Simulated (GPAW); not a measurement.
# AlN: optical spectrum from first principles

Aim: the dielectric function of AlN, and the optical constants that follow from it.

Method: DFT, PBE, plane-wave PAW (GPAW data sets), scalar-relativistic, RPA, optical limit, in GPAW 26.7.0.

## (1) The starting structure

It takes space group F-43m (No. 216, cubic). The conventional cell has a = 4.368 Å, b = 4.368 Å, c = 4.368 Å, α = 90.00°, β = 90.00°, γ = 90.00°. Nearest to Al lie 4 N at 1.89 Å. Nearest to N lie 4 Al at 1.89 Å. Farther neighbours and most contacts between anions are not listed.

## (2) Ground state

The self-consistent density comes first; it also tells whether there is a gap, which decides the occupations and the need for a Drude term.

This step: DFT, PBE, plane-wave PAW (GPAW data sets), scalar-relativistic, ground state (GPAW 26.7.0).

Input file gs.py:

```python
from ase import Atoms
from ase.dft.bandgap import bandgap
from gpaw import GPAW, PW, FermiDirac

atoms = Atoms(['Al', 'N'],
              cell=[[0.000000000000, 2.183993559600, 2.183993559600],
                    [2.183993559600, 0.000000000000, 2.183993559600],
                    [2.183993559600, 2.183993559600, 0.000000000000]],
              scaled_positions=[[0.000000000000, 0.000000000000, 0.000000000000],
                                [0.250000000000, 0.250000000000, 0.250000000000]],
              pbc=[True, True, True])
atoms.calc = GPAW(mode=PW(550), xc='PBE', kpts={'size': (9, 9, 9), 'gamma': True},
                  occupations=FermiDirac(0.05), maxiter=150, txt='gs.txt')
print('energy (eV)', atoms.get_potential_energy())
print('Fermi level (eV)', atoms.calc.get_fermi_level())
print('valence electrons', atoms.calc.get_number_of_electrons())
print('gap (eV)', bandgap(atoms.calc, output=None)[0])
print('direct gap (eV)', bandgap(atoms.calc, direct=True, output=None)[0])
atoms.calc.write('gs.gpw')
```

Command:

```sh
$ OMP_NUM_THREADS=1 python gs.py
```

Numbers of over 12 decimals in the logs are rounded to 6 here.

What it wrote:

```text
__  _  _
 | _ |_)|_||  |
 |__||  | ||/\| - 26.7.0

Versions:
  Python: 3.12.14
  ASE:    3.29.0
  Numpy:  2.5.5
  Scipy:  1.18.1
  Libxc:  7.0.0

Input parameters:
  mode=PW(ecut=550.0),
  kpts=MonkhorstPack(size=(9, 9, 9), gamma=True),
  maxiter=150,
  occupations=Occupations(name='fermi-dirac', width=0.05, fixmagmom=False),
  xc=XC(name='PBE')

Diagonalizing LCAO Hamiltonian
Converting LCAO to pw mode

           N
       Al

Atoms  # Å, Bohr magnetons
|   | symbol |        x |        y |        z |    initial magnetic moments |
| 0 |     Al | 0.000000 | 0.000000 | 0.000000 | ( 0.0000,  0.0000,  0.0000) |
| 1 |      N | 1.091997 | 1.091997 | 1.091997 | ( 0.0000,  0.0000,  0.0000) |

Unit cell  # Å
| periodic |        x |        y |        z |  lengths |    angles |
|      yes | 0.000000 | 2.183994 | 2.183994 | 3.088633 | 60.000000 |
|      yes | 2.183994 | 0.000000 | 2.183994 | 3.088633 | 60.000000 |
|      yes | 2.183994 | 2.183994 | 0.000000 | 3.088633 | 60.000000 |

Number of symmetries: 24
Symmetry operations  # r_c * U_cc + t_c -> r_c
|    | kind |            matrix            |
|  0 |  E   |  1, 0, 0,  0, 1, 0,  0, 0, 1 |
|  1 |  σ   |  1, 0, 0,  0, 0, 1,  0, 1, 0 |
|  2 |  σ   |  1, 0,-1,  0, 1,-1,  0, 0,-1 |
|  3 |  C3  |  1, 0,-1,  0, 0,-1,  0, 1,-1 |
|  4 |  C3  |  1,-1, 0,  0,-1, 1,  0,-1, 0 |
|  5 |  σ   |  1,-1, 0,  0,-1, 0,  0,-1, 1 |
|  6 |  σ   |  0, 1, 0,  1, 0, 0,  0, 0, 1 |
|  7 |  C3  |  0, 1, 0,  0, 0, 1,  1, 0, 0 |
|  8 |  C2  |  0, 1,-1,  1, 0,-1,  0, 0,-1 |
|  9 |  S4  |  0, 1,-1,  0, 0,-1,  1, 0,-1 |
| 10 |  C3  |  0, 0, 1,  1, 0, 0,  0, 1, 0 |
| 11 |  σ   |  0, 0, 1,  0, 1, 0,  1, 0, 0 |
| 12 |  S4  |  0, 0,-1,  1, 0,-1,  0, 1,-1 |
| 13 |  C3  |  0, 0,-1,  0, 1,-1,  1, 0,-1 |
| 14 |  S4  |  0,-1, 1,  1,-1, 0,  0,-1, 0 |
| 15 |  C2  |  0,-1, 1,  0,-1, 0,  1,-1, 0 |
| 16 |  C3  |  0,-1, 0,  1,-1, 0,  0,-1, 1 |
| 17 |  S4  |  0,-1, 0,  0,-1, 1,  1,-1, 0 |
| 18 |  S4  | -1, 1, 0, -1, 0, 1, -1, 0, 0 |
| 19 |  C3  | -1, 1, 0, -1, 0, 0, -1, 0, 1 |
| 20 |  C3  | -1, 0, 1, -1, 1, 0, -1, 0, 0 |
| 21 |  S4  | -1, 0, 1, -1, 0, 0, -1, 1, 0 |
| 22 |  σ   | -1, 0, 0, -1, 1, 0, -1, 0, 1 |
| 23 |  C2  | -1, 0, 0, -1, 0, 1, -1, 1, 0 |

BZ-sampling:
  Number of BZ points: 729
  Number of IBZ points: 35

  Monkhorst-Pack size: [9, 9, 9]
  Monkhorst-Pack shift: [0, 0, 0]

K-points  # in reciprocal-cell coordinates
|     |                                coordinates |     weight |
|   0 | (  0.00000000,   0.00000000,   0.00000000) | 0.00137174 |
|   1 | (  0.11111111,   0.11111111,   0.00000000) | 0.00823045 |
|   2 | (  0.11111111,   0.11111111,   0.11111111) | 0.01097394 |
|   3 | (  0.22222222,   0.11111111,   0.11111111) | 0.01646091 |
|   4 | (  0.22222222,   0.22222222,   0.00000000) | 0.00823045 |
|   5 | (  0.22222222,   0.22222222,   0.11111111) | 0.03292181 |
|   6 | (  0.22222222,   0.22222222,   0.22222222) | 0.01097394 |
|   7 | (  0.33333333,   0.22222222,   0.11111111) | 0.03292181 |
|   8 | (  0.33333333,   0.22222222,   0.22222222) | 0.03292181 |
|   9 | (  0.33333333,   0.33333333,  -0.33333333) | 0.01646091 |
| ... |                                            |            |
|  34 | (  0.44444444,   0.44444444,   0.44444444) | 0.01097394 |

Plane wave coefficients: 621
Cutoff: 550.0 eV

Spin-components: 1 (collinear spins)
Bands:           8
Projectors:      10
Spin-degeneracy: 2
Datatype:        complex128

Parallelization:
  kpt:    1
  domain: 1
  band:   1

Density:
  Valence electrons: 8.0
  Components: 1
  Grid points: [18 18 18]
  Charge: 0.0  # |e|

Potential:
  Grid points: [18 18 18]

species:
  Al:
    name:    Aluminium
    id:
    Z:       13.0
    valence: 3
    core:    10
    charge:  0.0  # [|e|]
    compensation charges:
      type: gauss
      rc: 0.34  # [Å]
      lmax: 2
    cutoffs:
      filter: 1.91  # [Å]
      core: 2.36  # [Å]
    projectors
    | kind |    occ | energy [eV] | rcut [Å] |
    |   3s |  2.000 |      -7.753 |    1.085 |
    |   3p |  1.000 |      -2.712 |    1.085 |
    |    s |        |      19.459 |    1.085 |
    |    p |        |      24.499 |    1.085 |
    |    d |        |       0.000 |    1.085 |

    Using partial waves for Al as LCAO basis

  N:
    name:    Nitrogen
    id:
    Z:       7.0
    valence: 5
    core:    2
    charge:  0.0  # [|e|]
    compensation charges:
      type: gauss
      rc: 0.18  # [Å]
      lmax: 2
    cutoffs:
      filter: 1.11  # [Å]
      core: 0.96  # [Å]
    projectors
    | kind |    occ | energy [eV] | rcut [Å] |
    |   2s |  2.000 |     -18.583 |    0.603 |
    |   2p |  3.000 |      -7.089 |    0.529 |
    |    s |        |       8.629 |    0.603 |
    |    p |        |      20.123 |    0.529 |
    |    d |        |       0.000 |    0.577 |

    Using partial waves for N as LCAO basis

Reference energy: -8085.144769  # eV

eigensolver:
  PPCG
  Converge bands: occupied
  niter=2

density mixing:
  MSR1-Mixer
  Pratt-step length: 0.05
  Maximum mixing coefficient: 0.75
  Old densities: 10
  SVD Regularization: 0.005
  Good broyden scale: 1.0
  Trust region scale: 1.0
  Backstep threshold: 4.0
  History deletion threshold: 6.0
  Fourier metric: weight=20.0, sigma=0.015

occupation numbers:
  Fermi-Dirac:
    width: 0.0500  # eV

poisson solver:
  ecut: 4400.0  # eV

xc functional:
  name: PBE with 2 nearest neighbor stencil

convergence criteria:
- Maximum [total energy] change in last 3 cyles: 0.0005 eV / valence electron
- Maximum integral of absolute [dens]ity change: 0.0001 electrons / valence electron
- Maximum integral of absolute [eigenst]ate change: 4e-08 eV^2 / valence electron
maximum number of iterations: 150

SCF iterations
|iter     |      energy | eigst |  dens |
|iter:   1||  -16.400858 | -0.29 |       |
|iter:   2||  -15.903458 | -2.01 | -0.56 |
|iter:   3||  -14.465931 | -0.66 | -0.61 |
|iter:   4||  -14.476435 | -2.87 | -1.25 |
|iter:   5||  -14.482178 | -3.40 | -1.55 |
|iter:   6||  -14.482240 | -5.20 | -2.75 |
|iter:   7||  -14.482253c| -6.35 | -3.14 |
|iter:   8||  -14.482253c| -8.49c| -4.43c|

Converged in 8 steps
SCF loop duration: 4.186 s (0.523 s/step)
Energy contributions relative to reference atoms: (reference = -8085.144769)

Energy contributions:
  Kinetic:          15.924592
  Coulomb:         -13.188555
  Zero:             -0.052519
  External:          0.000000
  Xc:              -17.165771
  Entropy:          -0.000000
  Spinorbit:         0.000000
  ----------------------------
  Free energy:     -14.482253
  Extrapolated:    -14.482253

dipole moment: (-8.599695, -8.599695, -8.599695)  # |e|*Ang

Fermi level: 6.985
Eigenvalues  # (at kpt = [0.000, 0.000, 0.000])
| band index |      eig [eV] | occ [0-2] |
|          0 |        -9.039 |     2.000 |
|          1 |         6.001 |     2.000 |
|          2 |         6.001 |     2.000 |
|          3 |         6.001 |     2.000 |
|          4 |        10.151 |     0.000 |
|          5 |        18.549 |     0.000 |
|          6 |        18.549 |     0.000 |
|          7 |        18.549 |     0.000 |

Gap: 3.473 eV
Transition (v -> c):
  (s=0, k=0, n=3, [0.00, 0.00, 0.00]) -> (s=0, k=30, n=4, [0.44, 0.44, 0.00])
Direct/indirect transitions are different
Direct gap: 4.150 eV
Transition at: (s=0, k=0, n=3, [0.00, 0.00, 0.00])

--- standard output ---
energy (eV) -14.482253
Fermi level (eV) 6.985475
valence electrons 8.0
gap (eV) 3.472803
direct gap (eV) 4.150306
```

The job ended after 5.8 s (1 thread of Arm Neoverse V1, shared host; peak memory 0.12 GiB).

Read-outs, printed or worked out from the files:

| Property | Result |
| --- | --- |
| energy | -14.48 eV |
| Fermi energy | 6.985 eV |
| gap on the k-mesh | 3.473 eV |
| direct gap on the mesh | 4.150 eV |
| electrons | 8 |

There is a gap, 3.47 eV on this mesh (points off the mesh can give less), so no carriers' term is needed.

## (3) Bands for the response

At the fixed density, many empty bands are solved on the mesh of the response, since the spectrum sums over them.

This step: DFT, PBE, plane-wave PAW (GPAW data sets), scalar-relativistic, bands at fixed density (GPAW 26.7.0).

Input file nscf.py:

```python
from ase.dft.bandgap import bandgap
from gpaw import GPAW, FermiDirac

calc = GPAW('gs.gpw').fixed_density(kpts={'size': (14, 14, 14), 'gamma': True}, nbands=25, convergence={'bands': 19},
                                    occupations=FermiDirac(0.001), txt='nscf.txt')
print('gap (eV)', bandgap(calc, output=None)[0])
print('direct gap (eV)', bandgap(calc, direct=True, output=None)[0])
print('top band over the Fermi level (eV)', min(calc.get_eigenvalues(kpt=k)[18] for k in range(len(calc.get_ibz_k_points()))) - calc.get_fermi_level())
calc.write('full.gpw', mode='all')
```

Command:

```sh
$ OMP_NUM_THREADS=1 python nscf.py
```

What it wrote:

```text
Diagonalizing LCAO Hamiltonian
Converting LCAO to pw mode
convergence criteria:
- Maximum integral of absolute [eigenst]ate change: 4e-08 eV^2 / valence electron
maximum number of iterations: 150

SCF iterations
|iter     |      energy | eigst |  dens |
|iter:   1||             | +3.23 |       |
|iter:   2||             | +1.49 |       |
|iter:   3||             | -1.02 |       |
|iter:   4||             | -2.77 |       |
|iter:   5||             | -4.83 |       |
|iter:   6||             | -6.39 |       |
|iter:   7||             | -7.56c|       |
SCF steps: 7
  __  _  _
 | _ |_)|_||  |
 |__||  | ||/\| - 26.7.0

Versions:
  Python: 3.12.14
  ASE:    3.29.0
  Numpy:  2.5.5
  Scipy:  1.18.1
  Libxc:  7.0.0

Input parameters:
  mode=PW(ecut=550.0),
  convergence={'bands': 19},
  gpts=array([18, 18, 18]),
  kpts=MonkhorstPack(size=(14, 14, 14), gamma=True),
  maxiter=150,
  nbands=25,
  occupations=Occupations(name='fermi-dirac', width=0.001, fixmagmom=False),
  parallel={},
  xc=XC(name='PBE')

--- standard output ---
gap (eV) 3.288205
direct gap (eV) 4.150306
top band over the Fermi level (eV) 35.611538
```

Elapsed: 29 s, on 1 thread; peak memory 0.17 GiB.

Read-outs, printed or worked out from the files:

- gap on the k-mesh: 3.288 eV

## (4) Dielectric function, RPA

Local fields let the induced charge screen the field inside the cell, which as a rule lowers ε, most along directions where the density is uneven.

This step: DFT, PBE, plane-wave PAW (GPAW data sets), scalar-relativistic, RPA, optical limit (GPAW 26.7.0).

Input file df.py:

```python
from gpaw.response.df import DielectricFunction

df = DielectricFunction('full.gpw', frequencies={'type': 'nonlinear', 'domega0': 0.03, 'omega2': 8},
                        ecut=50,
                        eta=0.12,
                        nbands=19,
                        txt='df.txt')
for direction in ['x', 'z']:
    df.get_dielectric_function(xc='RPA', direction=direction, filename=f'df_{direction}.csv')
```

Command:

```sh
$ OMP_NUM_THREADS=1 python df.py
```

What it wrote:

```text
Using integrator: PointIntegrator
NonLinearFrequencyDescriptor(from 0.000 to 60.499 eV, 489 points)
Nonperiodic BCs:  [False False False]
Using integrator: PointIntegrator
NonLinearFrequencyDescriptor(from 0.000 to 60.499 eV, 489 points)
Nonperiodic BCs:  [False False False]

Calculating chi0 body with:
    Ground state adapter containing:
    Number of spins: 1
    Number of kpoints: 2744
    Number of irreducible kpoints: 104
    Number of completely occupied states: 4
    Number of partially occupied states: 4

    Linear response parametrization:
    q_c: [0.0, 0.0, 0.0]
    Number of frequency points: 489
    Planewave cutoff: 50.0
    Number of bands: 19
    Number of planewaves: 15
    Broadening (eta): 0.12

Integrating chi0 body.

Symmetries of q_c:
    Direct symmetries (Uq -> q): 24
    Indirect symmetries (TUq -> q): 24
In total 48 allowed symmetries.

104 groups of equivalent kpoints. 96.209913% reduction.

Integral kind: spectral function

Calculating chi0 optical extensions with:
    Ground state adapter containing:
    Number of spins: 1
    Number of kpoints: 2744
    Number of irreducible kpoints: 104
    Number of completely occupied states: 4
    Number of partially occupied states: 4

    Linear response parametrization:
    Number of frequency points: 489
    Planewave cutoff: 50.0
    Number of bands: 19
    Number of planewaves: 15
    Broadening (eta): 0.12
Integrating chi0 head and wings.

Symmetries of q_c:
    Direct symmetries (Uq -> q): 24
    Indirect symmetries (TUq -> q): 24
In total 48 allowed symmetries.

104 groups of equivalent kpoints. 96.209913% reduction.

Integral kind: spectral function wings
```

Wall time 5.6 s (1 thread); peak memory 0.2 GiB.

Read-outs, printed or worked out from the files:

| Property | Result |
| --- | --- |
| electronic dielectric constant ε∞, mean over x, y and z (by symmetry where fewer were run) | 4.402 |
| main peak of Im epsilon, first axis | 7.292 eV |

The Im ε, E ∥ x or z has structure finer than the step of the table below, so its rows give means over 0.5 eV, whole bins alone (the curve runs from 0 to 14.0 eV). Peaks (eV: height): 7.27: 7.73, 8.03: 7.52, 9.96: 4.63, 11.03: 4.75, 13.17: 4.73.

Values under the direct gap are tails of Lorentzian lines. Table of Im ε, E ∥ x or z by photon energy; means over each step:

```csv
photon energy (eV),"Im ε, E ∥ x or z"
0.5,0.00633
1.0,0.0131
1.5,0.0208
2.0,0.0303
2.5,0.0431
3.0,0.0620
3.5,0.0973
4.0,0.245
4.5,0.758
5.0,1.39
5.5,2.70
6.0,3.78
6.5,5.17
7.0,6.17
7.5,6.91
8.0,6.80
8.5,4.10
9.0,2.69
9.5,3.65
10.0,4.41
10.5,3.49
11.0,4.35
11.5,4.04
12.0,3.94
12.5,4.40
13.0,4.50
13.5,3.73
```

The Re ε, E ∥ x or z by photon energy:

```csv
photon energy (eV),"Re ε, E ∥ x or z"
0.0,4.40
0.5,4.42
1.0,4.46
1.5,4.53
2.0,4.63
2.5,4.78
3.0,4.99
3.5,5.31
4.0,5.85
4.5,6.57
5.0,7.07
5.5,6.69
6.0,6.46
6.5,6.56
7.0,5.93
7.5,2.99
8.0,1.79
8.5,-0.171
9.0,1.96
9.5,2.53
10.0,1.51
10.5,1.70
11.0,1.80
11.5,0.493
12.0,0.906
12.5,0.951
13.0,-0.0940
13.5,-1.11
```

The refractive index n and extinction k by photon energy:

```csv
photon energy (eV),n,k
0.0,2.10,0
0.5,2.10,0.00150
1.0,2.11,0.00309
1.5,2.13,0.00488
2.0,2.15,0.00702
2.5,2.19,0.00979
3.0,2.23,0.0138
3.5,2.30,0.0206
4.0,2.42,0.0465
4.5,2.57,0.168
5.0,2.67,0.262
5.5,2.64,0.511
6.0,2.65,0.741
6.5,2.73,0.945
7.0,2.69,1.13
7.5,2.25,1.44
8.0,2.17,1.71
8.5,1.38,1.44
9.0,1.61,0.792
9.5,1.85,0.942
10.0,1.78,1.29
10.5,1.68,1.06
11.0,1.85,1.27
11.5,1.47,1.29
12.0,1.56,1.23
12.5,1.64,1.31
13.0,1.46,1.50
13.5,1.16,1.57
```

The loss function −Im 1/ε at q → 0, E ∥ x or z has structure finer than the step of the table below, so its rows give means over 0.5 eV, whole bins alone (the curve runs from 0 to 14.0 eV). Peaks (eV: height): 8.77: 0.374, 10.31: 0.267, 11.56: 0.267.

Values under the direct gap are tails of Lorentzian lines. Table of loss function −Im 1/ε at q → 0, E ∥ x or z by energy loss; means over each step:

```csv
energy loss (eV),"loss function −Im 1/ε at q → 0, E ∥ x or z"
0.5,3.2e-4
1.0,6.6e-4
1.5,0.00102
2.0,0.00141
2.5,0.00188
3.0,0.00248
3.5,0.00342
4.0,0.00708
4.5,0.0179
5.0,0.0266
5.5,0.0469
6.0,0.0605
6.5,0.0765
7.0,0.0872
7.5,0.119
8.0,0.139
8.5,0.254
9.0,0.267
9.5,0.187
10.0,0.203
10.5,0.238
11.0,0.195
11.5,0.240
12.0,0.239
12.5,0.222
13.0,0.221
13.5,0.246
```

The Im ε, E ∥ x or z has structure finer than the step of the table below, so its rows give means over 0.5 eV, whole bins alone (the curve runs from 0 to 14.0 eV). Peaks (eV: height): without local fields 7.27: 8.18, 8.03: 8.24, 9.82: 5.23, 11.03: 6.41, 12.59: 6.03; with local fields 7.27: 7.73, 8.03: 7.52, 9.96: 4.63, 11.03: 4.75, 13.17: 4.73.

Values under the direct gap are tails of Lorentzian lines. The Im ε, E ∥ x or z by photon energy; means over each step:

```csv
photon energy (eV),without local fields,with local fields
0.5,0.00686,0.00633
1.0,0.0142,0.0131
1.5,0.0226,0.0208
2.0,0.0328,0.0303
2.5,0.0463,0.0431
3.0,0.0663,0.0620
3.5,0.103,0.0973
4.0,0.248,0.245
4.5,0.744,0.758
5.0,1.40,1.39
5.5,2.86,2.70
6.0,4.08,3.78
6.5,5.58,5.17
7.0,6.74,6.17
7.5,7.35,6.91
8.0,7.40,6.80
8.5,4.57,4.10
9.0,3.35,2.69
9.5,4.34,3.65
10.0,4.80,4.41
10.5,4.17,3.49
11.0,5.87,4.35
11.5,5.49,4.04
12.0,5.54,3.94
12.5,5.70,4.40
13.0,4.82,4.50
13.5,3.36,3.73
```

At chosen wavelengths:

```csv
wavelength (nm),n,k,R (%),1/α
1064,2.12,0.004,12.8,23 µm
800,2.13,0.005,13.0,13 µm
633,2.15,0.007,13.3,7.4 µm
532,2.17,0.009,13.7,4.8 µm
405,2.24,0.014,14.7,2.2 µm
365,2.29,0.019,15.3,1.5 µm
193,2.72,0.897,25.7,17 nm
```

Below the direct gap, k and the depth come from the tails of the Lorentzian lines, not from transitions.

Rows near the edge hang on the gap, which this functional as a rule makes too small, and phonon-assisted absorption is left out.

## (5) Results

* electronic dielectric constant ε∞, mean over x, y and z (by symmetry where fewer were run) (RPA): 4.40
* main peak of Im epsilon, first axis: 7.29 eV

At this level (PBE, RPA) AlN has ε∞ = 4.40 and n = 2.11 at 1550 nm, and Im ε peaks at 7.3 eV. On the mesh the gap is 3.29 eV and the least direct gap 4.15 eV, so on this mesh the band edges lie at different points. Local fields change the static value along x from 4.70 to 4.40 (-6 %). Distinct maxima of Im ε, read by a parabola through the highest points, lie at 6.66 eV (5.7), 7.29 eV (7.8), 8.03 eV (7.5) and 11.03 eV (4.8). Excitons and phonon-assisted transitions are missing; PBE gaps are as a rule too small, which pulls the onset down and ε∞ up. The sum runs over mesh points, so small or evenly spaced maxima can still be ripples of the mesh.

[Machine, clock and banner lines and Python warnings are left out of the logs.]

[Logs are printed without paths, hosts, clocks, repeated set-up lines and the standing remarks that a program may print on its own settings, such as how far it seeks lower states.]

[Hosts, paths, dates, database ids (printed as entryN), source tags and the programs' standing remarks are cut or masked in the printed files.]
